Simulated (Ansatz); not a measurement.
Crystal: I, fcc type, 1 atom in the cell.

Theory: Ansatz 0.2.0 development build, PBE, plane waves, PAW datasets (generated soft set 1).

Cutoff 420 eV; k-mesh 36×36×36 Γ-centred; Fermi–Dirac smearing of 0.0612 eV; no spin polarisation; no spin–orbit coupling.

```csv
V (Å³/atom),a (Å),E − E(min) (meV/atom),P (GPa)
33.013,5.0923,10.31,1.69
33.715,5.1282,4.34,1.05
34.418,5.1635,1.01,0.48
35.120,5.1984,0.00,-0.01
35.822,5.2329,1.02,-0.45
36.525,5.2668,3.83,-0.83
37.227,5.3004,8.18,-1.16
```

Q: Fit a third-order Birch–Murnaghan equation of state to the energies.

A: V₀ = 35.102 Å³/atom (a₀ = 5.198 Å), B₀ = 23.2 GPa, B₀′ = 5.61.

The published all-electron PBE values for this crystal (mean of FLEUR and WIEN2k, k-spacing 0.06 Å⁻¹; Bosoni et al., Nat. Rev. Phys. 6, 45 (2024)) are V₀ = 35.105 Å³/atom, B₀ = 23.2 GPa, B₀′ = 5.61.

The stress includes the program's correction for the finite plane-wave basis.

This cubic structure is a model: it isn't the usual form of the substance at ambient conditions, and such phases are metastable or hypothetical.
